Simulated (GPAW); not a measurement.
**TiO2 (2H monolayer): G0W0 on several meshes in GPAW**

How does the mesh move the gap of TiO2 (2H monolayer)?

Main program and level: GPAW 26.7.0; PBE and many-body steps on it, plane waves.

### Step 1. Set-up

The cell holds 3 atoms: 1 Ti and 2 O. Its edges and angles: a = 2.879 Å, b = 2.879 Å, c = 13.800 Å, α = 90.0°, β = 90.0°, γ = 120.0°. Vacuum lies along c.

As a file:

```xyz
3
Lattice="2.8793 0.0000 0.0000 -1.4397 2.4936 0.0000 0.0000 0.0000 13.8000" Properties=species:S:1:pos:R:3
Ti    0.0000    1.6624    6.9000
O     1.4397    0.8312    8.0291
O     1.4397    0.8312    5.7709
```

The structure was relaxed with PBE. The runs that relaxed it are not among those shown.

### Step 2. Empty states on the mesh, 12×12×1 mesh, 170 bands

This step: GPAW 26.7.0; DFT, PBE, plane waves, PAW.

The sums over transitions need many empty states on a uniform mesh; this step solves for them.

run.py reads:

```python
import json
import numpy as np
from gpaw.mpi import world
from gpaw import GPAW

calc = GPAW('gs.gpw').fixed_density(kpts={'size': (12, 12, 1), 'gamma': True},
    nbands=198,
    convergence={'bands': 170},
    txt='nscf.txt')
calc.write('full.gpw', mode='all')
res = {}
kpts = calc.get_ibz_k_points()
res['kpts'] = kpts
res['eigenvalues'] = [calc.get_eigenvalues(kpt=k) for k in range(len(kpts))]
res['n_electrons'] = calc.get_number_of_electrons()

if world.rank == 0:
    with open('result.json', 'w') as f:
        json.dump(res, f, default=lambda x: x.tolist())
```

On the command line:

```bash
> mpirun -n 4 gpaw python run.py
```

Numbers of over 12 decimals in the logs are rounded to 6 here.

The program printed:

```text
Diagonalizing LCAO Hamiltonian
Converting LCAO to pw mode
convergence criteria:
- Maximum integral of absolute [eigenst]ate change: 4e-08 eV^2 / valence electron
maximum number of iterations: 100

SCF iterations
|iter     |     time |      energy | eigst |  dens |
|iter:   1|  |             | +4.48 |       |
|iter:   2|  |             | +3.26 |       |
|iter:   3|  |             | +2.15 |       |
[...]
|iter:  13|  |             | -6.66 |       |
|iter:  14|  |             | -7.10 |       |
|iter:  15|  |             | -7.61c|       |
SCF steps: 15
  __  _  _
 | _ |_)|_||  |
 |__||  | ||/\| - 26.7.0

Input parameters:
  mode=PW(ecut=600.0),
  convergence={'bands': 170},
  gpts=array([18, 18, 80]),
  kpts=MonkhorstPack(size=(12, 12, 1), gamma=True),
  maxiter=100,
  nbands=198,
  occupations=Occupations(name='fermi-dirac', width=0.001, fixmagmom=False),
  parallel={},
  xc=XC(name='PBE')
# Writing to full.gpw (mode='all')
  [... matrices ...]

timing:  # [seconds]
  Total: 0.062  # ━━━━━━━━━━━━━━━━━━━━━━━━━━━━━━━━━━━━━━━━━━━━━━━━━━━━━━━━━━━
```

Wall time 94 s (4 MPI ranks of Arm Neoverse V2, shared host); peak memory 1.1 GiB; 6.2 min of CPU time.

This step gave:

```
gap                                                           : 1.237 eV
k of the valence top                                          : 0.25, -0.0833, 0
k of the conduction bottom                                    : 0.5, 0.25, 0
least direct gap                                              : 1.416 eV
k points computed                                             : 19
lowest point of the top converged band, above the valence top : 78.0292 eV
```

On this mesh the gap is 1.237 eV.

### Step 3. 12×12×1

Now the one-shot GW correction: screening in the RPA, then the self-energy of the levels asked for.

This step: G0W0 on PBE, plane waves, PAW.

run.py reads:

```python
import json
import numpy as np
from gpaw.mpi import world
from gpaw.response.g0w0 import G0W0

gw = G0W0('full.gpw',
    filename='gw',
    kpts=[0, 4, 10, 15],
    bands=(10, 14),
    ecut=48,
    nbands=74,
    truncation='2D',
    integrate_gamma='sphere',
    q0_correction=True,
    frequencies={'type': 'nonlinear', 'domega0': 0.15, 'omega2': 15.0},
    eta=0.1,
    nblocksmax=True)
gw.calculate()
res = {mode: {k: v for k, v in r.items() if k != 'sigma_eskwn'}
       for mode, r in gw.all_results.items()}

if world.rank == 0:
    with open('result.json', 'w') as f:
        json.dump(res, f, default=lambda x: x.tolist())
```

On the command line:

```bash
> mpirun -n 4 gpaw python run.py
```

The program printed:

```text
Using integrator: PointIntegrator
NonLinearFrequencyDescriptor(from 0.000 to 106.126 eV, 181 points)
Nonperiodic BCs:  [False False  True]
Using integrator: PointIntegrator
NonLinearFrequencyDescriptor(from 0.000 to 106.126 eV, 181 points)
Nonperiodic BCs:  [False False  True]
Applying analytical 2D correction to W:
    Evaluating Gamma point contribution to W on a 15x15x1 grid
  ___  _ _ _
 |   || | | |
 | | || | | |
 |__ ||_____|
 |___|

BZ k-points: Symmetries present (total): 12

  [... matrices ...]
144 k-points: 12 x 12 x 1 Monkhorst-Pack grid + [1/24,1/24,0.000000]
19 k-points in the irreducible part of the Brillouin zone
       k-points in crystal coordinates                weights
   0:    -0.00000000   -0.00000000    0.00000000          1/144
   1:     0.08333333   -0.00000000    0.00000000          6/144
   2:     0.16666667   -0.08333333    0.00000000          6/144
   3:     0.16666667   -0.00000000    0.00000000          6/144
   4:     0.25000000   -0.08333333    0.00000000         12/144
   5:     0.25000000   -0.00000000    0.00000000          6/144
   6:     0.33333333   -0.16666667    0.00000000          6/144
   7:     0.33333333   -0.08333333    0.00000000         12/144
   8:     0.33333333   -0.00000000    0.00000000          6/144
   9:     0.33333333    0.33333333    0.00000000          2/144
          ...
  18:     0.50000000    0.50000000    0.00000000          3/144

Distributing spins, k-points and bands (1 x 4 x 4) over 1 process
Number of blocks: 4

Quasi particle states:
k-points (IBZ indices): [0, 4, 10, 15]
Band range: (10, 14)
  [... matrices ...]
Computational parameters:
Plane wave cut-off: 48 eV
Number of bands: 74
Coulomb cutoff: 2D
Broadening: 0.1 eV

fxc modes: GW
Kernel: RPA
Using full-frequency real axis integration
Summing all q:

Calculating screened Coulomb potential
2D Coulomb truncation
NonLinearFrequencyDescriptor(from 0.000 to 106.126 eV, 181 points)
Removing empty qpoint cache files...

Calculating chi0 body with:
    Ground state adapter containing:
    Number of spins: 1
    Number of kpoints: 144
    Number of irreducible kpoints: 19
    Number of completely occupied states: 12
    Number of partially occupied states: 12
    Occupied states memory: 4.74609375 M / cpu

    Linear response parametrization:
    q_c: [-2.0816681711721685e-17, -2.0816681711721685e-17, 0.0]
    Number of frequency points: 181
    Planewave cutoff: 48.0
    Number of bands: 74
    Number of planewaves: 81
    Broadening (eta): 0.1
    comm.size: 4
    kncomm.size: 1
    blockcomm.size: 4

    Memory estimate of potentially large arrays:
        chi0_wGG: 4.530109 M / cpu
Integrating chi0 body.

Symmetries of q_c:
    Direct symmetries (Uq -> q): 12
    Indirect symmetries (TUq -> q): 12
In total 24 allowed symmetries.

  [... matrices ...]
19 groups of equivalent kpoints. 86.805556% reduction.

Integral kind: spectral function
Integrating chi0 head and wings.

Symmetries of q_c:
    Direct symmetries (Uq -> q): 12
    Indirect symmetries (TUq -> q): 12
In total 24 allowed symmetries.

  [... matrices ...]
19 groups of equivalent kpoints. 86.805556% reduction.

Integral kind: spectral function wings

Calculating chi0 body with:
    Ground state adapter containing:
    Number of spins: 1
    Number of kpoints: 144
    Number of irreducible kpoints: 19
    Number of completely occupied states: 12
    Number of partially occupied states: 12
[... the further q-points ...]

Results:
f:      Occupation numbers
eps:     KS-eigenvalues [eV]
vxc:     KS vxc [eV]
exx:     Exact exchange [eV]
sigma:   Self-energies [eV]
dsigma:  Self-energy derivatives
Z:       Renormalization factors
qp:      QP-energies [eV]

k-point 0 (0): (-0.000, -0.000, 0.000)                GW
band       f     eps     vxc     exx   sigma  dsigma       Z      qp
                                                                   GW
  10   1.000  -5.703 -21.163 -25.163   3.851  -0.405   0.712  -5.809
  11   1.000  -4.400 -19.668 -24.781   4.461  -0.419   0.705  -4.860
  12   0.000  -1.001 -21.891 -13.766  -4.928  -0.429   0.700   1.236
  13   0.000   0.072 -23.506 -16.002  -4.119  -0.386   0.722   2.514

k-point 1 (4): (0.250, -0.083, 0.000)                GW
band       f     eps     vxc     exx   sigma  dsigma       Z      qp
                                                                   GW
  10   1.000  -6.232 -20.485 -24.888   4.133  -0.440   0.695  -6.420
  11   1.000  -4.165 -20.671 -25.658   4.458  -0.400   0.714  -4.543
[...]
k-point 2 (10): (0.417, -0.167, 0.000)                GW
band       f     eps     vxc     exx   sigma  dsigma       Z      qp
                                                                   GW
[...]
k-point 3 (15): (0.500, 0.250, 0.000)                GW
band       f     eps     vxc     exx   sigma  dsigma       Z      qp
                                                                   GW
[...]
11   1.000  -4.374 -21.138 -26.021   4.456  -0.424   0.702  -4.674
  12   0.000  -2.927 -20.301 -12.959  -4.340  -0.336   0.749  -0.680
  13   0.000  -0.582 -23.284 -13.926  -5.799  -0.461   0.685   1.855
```

The job ended after 3.4 min (4 MPI ranks; peak memory 2.4 GiB; 13 min of CPU time).

This step gave:

```yaml
g0w0_gap_on_the_mesh: 3.862 eV
least_direct_g0w0_gap_on_the_computed_points: 3.940 eV
z_at_the_valence_top: 0.7145
z_at_the_conduction_bottom: 0.7486
starting_gap_on_the_mesh: 1.237 eV
k_of_the_valence_top: 0.25, -0.0833, 0
k_of_the_conduction_bottom: 0.5, 0.25, 0
```

The gap on the mesh goes from 1.24 eV to 3.86 eV, a correction of +2.62 eV.

### Step 4. Empty states on the mesh, 9×9×1 mesh, 84 bands

This step: DFT, PBE, plane waves, PAW.

run.py reads:

```python
import json
import numpy as np
from gpaw.mpi import world
from gpaw import GPAW

calc = GPAW('gs.gpw').fixed_density(kpts={'size': (9, 9, 1), 'gamma': True},
    nbands=98,
    convergence={'bands': 84},
    txt='nscf.txt')
calc.write('full.gpw', mode='all')
res = {}
kpts = calc.get_ibz_k_points()
res['kpts'] = kpts
res['eigenvalues'] = [calc.get_eigenvalues(kpt=k) for k in range(len(kpts))]
res['n_electrons'] = calc.get_number_of_electrons()

if world.rank == 0:
    with open('result.json', 'w') as f:
        json.dump(res, f, default=lambda x: x.tolist())
```

On the command line:

```bash
> mpirun -n 4 gpaw python run.py
```

The program printed:

```text
Diagonalizing LCAO Hamiltonian
Converting LCAO to pw mode
convergence criteria:
- Maximum integral of absolute [eigenst]ate change: 4e-08 eV^2 / valence electron
maximum number of iterations: 100

SCF iterations
|iter     |     time |      energy | eigst |  dens |
|iter:   1|  |             | +4.03 |       |
|iter:   2|  |             | +2.70 |       |
|iter:   3|  |             | +1.58 |       |
[...]
|iter:  10|  |             | -6.15 |       |
|iter:  11|  |             | -7.06 |       |
|iter:  12|  |             | -7.52c|       |
SCF steps: 12
  __  _  _
 | _ |_)|_||  |
 |__||  | ||/\| - 26.7.0

Input parameters:
  mode=PW(ecut=600.0),
  convergence={'bands': 84},
  gpts=array([18, 18, 80]),
  kpts=MonkhorstPack(size=(9, 9, 1), gamma=True),
  maxiter=100,
  nbands=98,
  occupations=Occupations(name='fermi-dirac', width=0.001, fixmagmom=False),
  parallel={},
  xc=XC(name='PBE')
# Writing to full.gpw (mode='all')
  [... matrices ...]

timing:  # [seconds]
  Total: 0.039  # ━━━━━━━━━━━━━━━━━━━━━━━━━━━━━━━━━━━━━━━━━━━━━━━━━━━━━━━━━━━
```

Elapsed: 21 s, on 4 MPI ranks; peak memory 0.89 GiB; 84 s of CPU time.

Numbers from this step:

```
gap                                                           : 1.257 eV
k of the valence top                                          : 0.2222, -0.1111, 0
k of the conduction bottom                                    : 0.4444, -0.2222, 0
least direct gap                                              : 1.377 eV
k points computed                                             : 12
lowest point of the top converged band, above the valence top : 45.80 eV
```

On this mesh the gap is 1.257 eV.

### Step 5. 9×9×1

This step: G0W0 on PBE, plane waves, PAW.

run.py reads:

```python
import json
import numpy as np
from gpaw.mpi import world
from gpaw.response.g0w0 import G0W0

gw = G0W0('full.gpw',
    filename='gw',
    kpts=[0, 2, 7],
    bands=(10, 14),
    ecut=48,
    nbands=74,
    truncation='2D',
    integrate_gamma='sphere',
    q0_correction=True,
    frequencies={'type': 'nonlinear', 'domega0': 0.15, 'omega2': 15.0},
    eta=0.1,
    nblocksmax=True)
gw.calculate()
res = {mode: {k: v for k, v in r.items() if k != 'sigma_eskwn'}
       for mode, r in gw.all_results.items()}

if world.rank == 0:
    with open('result.json', 'w') as f:
        json.dump(res, f, default=lambda x: x.tolist())
```

On the command line:

```bash
> mpirun -n 4 gpaw python run.py
```

The program printed:

```text
Using integrator: PointIntegrator
NonLinearFrequencyDescriptor(from 0.000 to 103.845 eV, 180 points)
Nonperiodic BCs:  [False False  True]
Using integrator: PointIntegrator
NonLinearFrequencyDescriptor(from 0.000 to 103.845 eV, 180 points)
Nonperiodic BCs:  [False False  True]
Applying analytical 2D correction to W:
    Evaluating Gamma point contribution to W on a 21x21x1 grid
  ___  _ _ _
 |   || | | |
 | | || | | |
 |__ ||_____|
 |___|

BZ k-points: Symmetries present (total): 12

  [... matrices ...]
81 k-points: 9 x 9 x 1 Monkhorst-Pack grid
12 k-points in the irreducible part of the Brillouin zone
       k-points in crystal coordinates                weights
   0:     0.00000000    0.00000000    0.00000000          1/81
   1:     0.11111111    0.00000000    0.00000000          6/81
   2:     0.22222222   -0.11111111    0.00000000          6/81
[...]
9:     0.44444444    0.00000000    0.00000000          6/81
          ...
  11:     0.44444444    0.44444444    0.00000000          6/81

Distributing spins, k-points and bands (1 x 3 x 4) over 1 process
Number of blocks: 4

Quasi particle states:
k-points (IBZ indices): [0, 2, 7]
Band range: (10, 14)
  [... matrices ...]
Computational parameters:
Plane wave cut-off: 48 eV
Number of bands: 74
Coulomb cutoff: 2D
Broadening: 0.1 eV

fxc modes: GW
Kernel: RPA
Using full-frequency real axis integration
Summing all q:

Calculating screened Coulomb potential
2D Coulomb truncation
NonLinearFrequencyDescriptor(from 0.000 to 103.845 eV, 180 points)
Removing empty qpoint cache files...

Calculating chi0 body with:
    Ground state adapter containing:
    Number of spins: 1
    Number of kpoints: 81
    Number of irreducible kpoints: 12
    Number of completely occupied states: 12
[...]
Memory estimate of potentially large arrays:
        chi0_wGG: 4.505081 M / cpu
Integrating chi0 body.

Symmetries of q_c:
    Direct symmetries (Uq -> q): 12
    Indirect symmetries (TUq -> q): 12
In total 24 allowed symmetries.

  [... matrices ...]
12 groups of equivalent kpoints. 85.185185% reduction.

Integral kind: spectral function
Integrating chi0 head and wings.

Symmetries of q_c:
    Direct symmetries (Uq -> q): 12
    Indirect symmetries (TUq -> q): 12
In total 24 allowed symmetries.

  [... matrices ...]
12 groups of equivalent kpoints. 85.185185% reduction.

Integral kind: spectral function wings

Calculating chi0 body with:
    Ground state adapter containing:
    Number of spins: 1
    Number of kpoints: 81
    Number of irreducible kpoints: 12
    Number of completely occupied states: 12
    Number of partially occupied states: 12
    Occupied states memory: 4.74609375 M / cpu
[... the further q-points ...]

Results:
f:      Occupation numbers
eps:     KS-eigenvalues [eV]
vxc:     KS vxc [eV]
exx:     Exact exchange [eV]
sigma:   Self-energies [eV]
dsigma:  Self-energy derivatives
Z:       Renormalization factors
qp:      QP-energies [eV]

k-point 0 (0): (0.000, 0.000, 0.000)                GW
band       f     eps     vxc     exx   sigma  dsigma       Z      qp
                                                                   GW
  10   1.000  -5.703 -21.163 -25.164   3.806  -0.399   0.715  -5.841
  11   1.000  -4.400 -19.668 -24.781   4.422  -0.422   0.703  -4.887
  12   0.000  -1.001 -21.891 -13.766  -4.885  -0.430   0.699   1.264
[...]
k-point 1 (2): (0.222, -0.111, 0.000)                GW
band       f     eps     vxc     exx   sigma  dsigma       Z      qp
                                                                   GW
[...]
k-point 2 (7): (0.444, -0.222, 0.000)                GW
band       f     eps     vxc     exx   sigma  dsigma       Z      qp
                                                                   GW
[...]
12   0.000  -2.908 -20.195 -12.855  -4.323  -0.335   0.749  -0.647
  13   0.000  -0.313 -23.659 -14.301  -5.724  -0.471   0.680   2.157
```

Run time: 77 s. Hardware: 4 MPI ranks; peak memory 1.8 GiB; 5.1 min of CPU time.

This step gave:

| Item | Value |
| --- | --- |
| G0W0 gap on the points computed | 3.936 eV |
| least direct G0W0 gap on the computed points | 3.985 eV |
| Z at the valence top | 0.7196 |
| Z at the conduction bottom | 0.7493 |
| starting gap on the mesh | 1.257 eV |
| k of the valence top | 0.2222, -0.1111, 0 |
| k of the conduction bottom | 0.4444, -0.2222, 0 |

Against G0W0 in GPAW (12×12×1 mesh, 74 bands, screening to 48 eV, full frequency, Hilbert transform), the gap moves by +0.073 eV.

### Step 6. Side by side

Times are wall times on 4 MPI ranks of Arm Neoverse V2, shared host, good to a factor of about two.

```tsv
run	mesh	bands	screening cutoff (eV)	DFT gap (eV)	gap on the mesh (eV)	direct (eV)	time
12×12×1	12×12×1	74	48	1.237	3.862	3.940	3.4 min
9×9×1	9×9×1	74	48	1.257	3.936	3.985	77 s
```

### Step 7. Summary of results

| Quantity | Value |
| --- | --- |
| 12×12×1 | 3.862 eV |
| 9×9×1 | 3.936 eV |
| known limits | not at the basis limit |

9×9×1: +0.073 eV against 12×12×1, +0.020 eV of it in the start. Bands and cutoff are finite, so the gap is not at the basis limit. The miss can reach some tenths of an eV and take either sign; the mesh is an error of its own. These stock PAW sets were not made for GW.

[Paths, hosts, dates, memory and timing lines, banners, echoed tables and standing remarks are left out of the program output.]

[Logs are printed without paths, hosts, clocks, repeated set-up lines and the standing remarks that a program may print on its own settings, such as how far it seeks lower states.]

[Runs of the session that timed out or met a known fault of the program may be left out.]

[Hosts, paths, dates, database ids (printed as entryN), source tags and the programs' standing remarks are cut or masked in the printed files.]
